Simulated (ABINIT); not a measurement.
# Rh (Fm-3m) in ABINIT: notebook, part 2 of 2

ABINIT 10.8.3 (patched build).

**6. Equation of state, r2SCAN**

Contents of run.abi:

```
# Datasets: one volume each
ndtset 7
scalecart1 3*0.9795861087
scalecart2 3*0.9864848297
scalecart3 3*0.9932883884
scalecart4 3*1.0000000000
scalecart5 3*1.0066227096
scalecart6 3*1.0131594038
scalecart7 3*1.0196128224

# Pseudopotentials
pp_dirpath "./"
pseudos "Rh.upf"

# Structure
acell 2.6839652093 2.6839652093 2.6839652093 Angstrom
rprim
     0.0000000000     0.7071067812     0.7071067812
     0.7071067812     0.0000000000     0.7071067812
     0.7071067812     0.7071067812     0.0000000000
ntypat 1
znucl 45
natom 1
typat 1
xred
     0.0000000000     0.0000000000     0.0000000000

# Plane-wave basis
ecut 53.0

# k points
kptopt 1
ngkpt 8 8 8
nshiftk 1
shiftk 0.0 0.0 0.0

# Exchange and correlation
ixc -497498
usekden 1
nc_xccc_gspace 1
boxcutmin 3.0

# Bands and occupations
nband 13
occopt 3
tsmear 0.05 eV

# SCF cycle
nstep 100
tolvrs 1.0e-9

# Output
iomode 3
prtwf 0
prtden 0
prteig 0
prtebands 0
enunit 2
```

Potentials or basis: PseudoDojo NC SR PBE v0.4.1 standard.

On the command line:

```console
mpirun --bind-to none -np 4 abinit run.abi > log 2>&1
```

run.abo:

```text
.Version 10.8.3 of ABINIT
 DATASET    1 : space group Fm -3 m (#225); Bravais cF (face-center cubic)
================================================================================
 Values of the parameters that define the memory need for DATASET  1.
     intxc =       0    ionmov =       0      iscf =       7    lmnmax =       6
     lnmax =       6     mgfft =      50  mpssoang =       3    mqgrid =    3001
     natom =       1  nloc_mem =       1    nspden =       1   nspinor =       1
    nsppol =       1      nsym =      48    n1xccc =    2501    ntypat =       1
    occopt =       3   xclevel =       2
       mpw =        1612          nfft =      125000          nkpt =          29
================================================================================
================================================================================
[... 61 lines left out ...]
 DATASET    7 : space group Fm -3 m (#225); Bravais cF (face-center cubic)
================================================================================
 Values of the parameters that define the memory need for DATASET  7.
     intxc =       0    ionmov =       0      iscf =       7    lmnmax =       6
     lnmax =       6     mgfft =      54  mpssoang =       3    mqgrid =    3001
     natom =       1  nloc_mem =       1    nspden =       1   nspinor =       1
    nsppol =       1      nsym =      48    n1xccc =    2501    ntypat =       1
    occopt =       3   xclevel =       2
       mpw =        1826          nfft =      157464          nkpt =          29
================================================================================
================================================================================

--------------------------------------------------------------------------------
------------- Echo of variables that govern the present computation ------------
--------------------------------------------------------------------------------
 -outvars: echo values of preprocessed input variables --------
            acell      5.0719591770E+00  5.0719591770E+00  5.0719591770E+00 Bohr
              amu      1.02905500E+02
        boxcutmin      3.00000000E+00
             ecut      5.30000000E+01 Hartree
           enunit           2
              ixc     -497498
[... 99 lines left out ...]
  e.g. ecut=  125.043272 Hartrees makes boxcut=2

--- Pseudopotential description ------------------------------------------------
- pspini: atom type   1  psp file is ./Rh.upf
12 -101130 2 -1 1568                          pspcod,pspxc,lmax,lloc,mmax
     nproj     2     2     2

   3.63592509E+02                                ecore*ucvol(ha*bohr**3)
--------------------------------------------------------------------------------

================================================================================

--- !BeginCycle
iteration_state: {dtset: 1, }
solver: {iscf: 7, nstep: 100, nline: 4, wfoptalg: 0, }
tolerances: {tolvrs: 1.00E-09, }
...
[... 1089 lines left out ...]
-Cartesian components of stress tensor (GPa)         [Pressure= -1.4063E+01 GPa]
- sigma(1 1)=  1.40632210E+01  sigma(3 2)=  0.00000000E+00
- sigma(2 2)=  1.40632210E+01  sigma(3 1)=  0.00000000E+00
- sigma(3 3)=  1.40632210E+01  sigma(2 1)=  0.00000000E+00

== END DATASET(S) ==============================================================
================================================================================

 -outvars: echo values of variables after computation  --------
            acell      5.0719591770E+00  5.0719591770E+00  5.0719591770E+00 Bohr
           etotal1    -1.1839745616E+02
           etotal2    -1.1839853102E+02
           etotal3    -1.1839914617E+02
           etotal4    -1.1839935468E+02
           etotal5    -1.1839920294E+02
           etotal6    -1.1839873282E+02
           etotal7    -1.1839798124E+02
            fcart1    -0.0000000000E+00 -0.0000000000E+00 -0.0000000000E+00
            fcart2    -0.0000000000E+00 -0.0000000000E+00 -0.0000000000E+00
            fcart3    -0.0000000000E+00 -0.0000000000E+00 -0.0000000000E+00
            fcart4    -0.0000000000E+00 -0.0000000000E+00 -0.0000000000E+00
            fcart5    -0.0000000000E+00 -0.0000000000E+00 -0.0000000000E+00
            fcart6    -0.0000000000E+00 -0.0000000000E+00 -0.0000000000E+00
            fcart7    -0.0000000000E+00 -0.0000000000E+00 -0.0000000000E+00
            rprim1     0.0000000000E+00  6.9267198023E-01  6.9267198023E-01
                       6.9267198023E-01  0.0000000000E+00  6.9267198023E-01
                       6.9267198023E-01  6.9267198023E-01  0.0000000000E+00
[... 17 lines left out ...]
                       7.2097514092E-01  7.2097514092E-01  0.0000000000E+00
           strten1    -7.1654264059E-04 -7.1654264059E-04 -7.1654264059E-04
                       0.0000000000E+00  0.0000000000E+00  0.0000000000E+00
           strten2    -4.5216522589E-04 -4.5216522589E-04 -4.5216522589E-04
                       0.0000000000E+00  0.0000000000E+00  0.0000000000E+00
           strten3    -2.1803513356E-04 -2.1803513356E-04 -2.1803513356E-04
                       0.0000000000E+00  0.0000000000E+00  0.0000000000E+00
           strten4    -1.0717361791E-05 -1.0717361791E-05 -1.0717361791E-05
                       0.0000000000E+00  0.0000000000E+00  0.0000000000E+00
           strten5     1.7268497687E-04  1.7268497687E-04  1.7268497687E-04
                       0.0000000000E+00  0.0000000000E+00  0.0000000000E+00
           strten6     3.3483279083E-04  3.3483279083E-04  3.3483279083E-04
                       0.0000000000E+00  0.0000000000E+00  0.0000000000E+00
           strten7     4.7799916737E-04  4.7799916737E-04  4.7799916737E-04
                       0.0000000000E+00  0.0000000000E+00  0.0000000000E+00
 Calculation completed.
```

Run time: 5.6 min. Hardware: 4 MPI ranks of Arm Neoverse V2, shared host; peak memory 0.6 GiB.

What came out:

| Quantity | Value |
| --- | --- |
| Equilibrium volume | 13.69 Å³/atom (rough: see the caveat) |
| Bulk modulus | 285 GPa (rough) |

Energy against volume, from the lowest point:
```csv
volume (Å³/atom),energy (meV/atom)
12.851,51.66
13.125,22.41
13.398,5.67
13.671,0.00
13.945,4.13
14.218,16.92
14.492,37.37
```

Caveat: a meta-GGA on potentials with a model core is unreliable; a meta-GGA on norm-conserving files made for a GGA shifts volumes by about 1 %; pressures at fixed basis lie under the slope of the energies; the potentials were made for another functional, which shifts forces and pressure; the fit is rough or its minimum lies at the end of the range.

**7. Summary**

```csv
potentials or basis,cutoff (eV),fine-grid cutoff,V0 of scaled cells (Å³/atom),B0 (GPa)
"Ansatz PAW PBE default generated set, frozen core",490,979.61 eV,13.75,279
JTH PAW PBE v2.0,517,1034.03 eV,13.81,283
Ansatz NC r2SCAN,1442,-,13.77,279
SG15 NC PBE v1.2,1143,-,-,-
PseudoDojo NC SR PBE v0.4.1 standard,1442,-,-,-
```

Alike in all rows: task equation of state; level r2SCAN; no spin polarisation; cell as given; k mesh 8 × 8 × 8; smearing fermi-dirac 0.05 eV.

Caveats: pressures at fixed basis lie under the slope of the energies; the PAW data sets were made with another functional, which shifts forces and pressure a little (some runs); a meta-GGA on norm-conserving files made for a GGA shifts volumes by about 1 % (some runs); the potentials were made for another functional, which shifts forces and pressure (some runs); the fit is rough or its minimum lies at the end of the range (some runs); the atomic spheres overlap (some runs); a meta-GGA on potentials with a model core is unreliable (some runs).

Absolute energies hang on the potentials; compare differences alone.

**8. How close it comes**

Step 2. A measured bulk modulus of Rh is 264 GPa (quoted in “Thermal equation of state of rhodium characterized by XRD in a resistively heated diamond anvil cell”, 2024, pmc:11535440); the calculated 279 GPa misses it by +5.6 %. The fit is for a static lattice scaled at fixed shape and fixed fractional positions.

Step 3. A measured bulk modulus of Rh is 264 GPa (quoted in “Thermal equation of state of rhodium characterized by XRD in a resistively heated diamond anvil cell”, 2024, pmc:11535440); the calculated 283 GPa misses it by +7.1 %. The fit is for a static lattice scaled at fixed shape and fixed fractional positions.

Step 4. Measured bulk modulus of Rh: 264 GPa (quoted in “Thermal equation of state of rhodium characterized by XRD in a resistively heated diamond anvil cell”, 2024, pmc:11535440). This calculation gives 279 GPa (+5.5 %). The fit is for a static lattice scaled at fixed shape and fixed fractional positions.
